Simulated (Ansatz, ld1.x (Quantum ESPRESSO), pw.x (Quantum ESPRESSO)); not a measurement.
## What a changed setting does to a pw.x run (bcc Al)

Potential: norm-conserving Troullier–Martins (Kleinman–Bylander form), ld1.x (Quantum ESPRESSO) 7.5, PBE; core [Ne], reference 3s2 3p1; waves: 3s (bound): rc 1.90 bohr; 3p (bound): rc 1.95 bohr; 3d channel at 0.05 Ry: rc 1.85 bohr; local part: all-electron potential smoothed inside 1.80 bohr (lloc = -1); core correction: Bessel-smoothed model core inside 1.35 bohr.

The reference run (k-mesh 14³, cutoffs 50/200 Ry, Fermi–Dirac 0.01 Ry, mixing_beta 0.4, conv_thr 1e-9, no spin) gives -0.51 GPa at 16.945 Å³/atom, where all-electron LAPW gives 0.07 GPa. This run, with its own iteration cap, changes diagonalization to cg.

```
&control
  calculation='scf', prefix='x', pseudo_dir='./', outdir='./tmp', tstress=.true., disk_io='none'
/
&system
  ibrav=0, nat=1, ntyp=1, ecutwfc=50, ecutrho=200, nbnd=8,
  occupations='smearing', smearing='fd', degauss=0.01
/
&electrons
  conv_thr=1e-09, mixing_beta=0.4, electron_maxstep=60, diagonalization='cg'
/
ATOMIC_SPECIES
Al 1.0 Al.UPF
CELL_PARAMETERS angstrom
  -1.61805716 1.61805716 1.61805716
  1.61805716 -1.61805716 1.61805716
  1.61805716 1.61805716 -1.61805716
ATOMIC_POSITIONS crystal
Al 0.0000 0.0000 0.0000
K_POINTS automatic
14 14 14 0 0 0
```

```bash
pw.x < Al.scf.in > Al.scf.out
```

Task: How does the run end?

Result: It converges in 6 iterations; the free energy moves by +0.0 meV/atom and the pressure by +0.00 GPa. The result is that of the reference run.

```
Message from routine setup:
     using ibrav=0 with symmetry is DISCOURAGED, use correct ibrav instead
     lattice parameter (alat)  =       5.2961  a.u.
     unit-cell volume          =     114.3505 (a.u.)^3
     number of electrons       =         3.00
     number of Kohn-Sham states=            8
     kinetic-energy cutoff     =      50.0000  Ry
     charge density cutoff     =     200.0000  Ry
     scf convergence threshold =      1.0E-09
     Exchange-correlation= PBE
     number of k points=   104  Fermi-Dirac smearing, width (Ry)=  0.0100
     iteration #  1     ecut=    50.00 Ry     beta= 0.40
     total energy              =      -8.61325287 Ry
     estimated scf accuracy    <       0.00577869 Ry
     iteration #  2     ecut=    50.00 Ry     beta= 0.40
     total energy              =      -8.61250390 Ry
     estimated scf accuracy    <       0.00185880 Ry
     iteration #  3     ecut=    50.00 Ry     beta= 0.40
     total energy              =      -8.61257995 Ry
     estimated scf accuracy    <       0.00000164 Ry
     iteration #  4     ecut=    50.00 Ry     beta= 0.40
     total energy              =      -8.61258367 Ry
     estimated scf accuracy    <       0.00000059 Ry
     iteration #  5     ecut=    50.00 Ry     beta= 0.40
     total energy              =      -8.61258369 Ry
     estimated scf accuracy    <       0.00000003 Ry
     iteration #  6     ecut=    50.00 Ry     beta= 0.40
     the Fermi energy is     7.6443 ev
!    total energy              =      -8.61258370 Ry
     estimated scf accuracy    <          7.7E-10 Ry
     smearing contrib. (-TS)   =      -0.00173696 Ry
     The total energy is F=E-TS. E is the sum of the following terms:
     one-electron contribution =       2.89954192 Ry
     hartree contribution      =       0.00464232 Ry
     xc contribution           =      -6.15916494 Ry
     ewald contribution        =      -5.35586604 Ry
     convergence has been achieved in   6 iterations
          total   stress  (Ry/bohr**3)                   (kbar)     P=       -5.14
     Message from routine punch:
     Nothing written, as per user request (disk_io='none')
```

The run took about 12 s on one core of a shared server CPU.
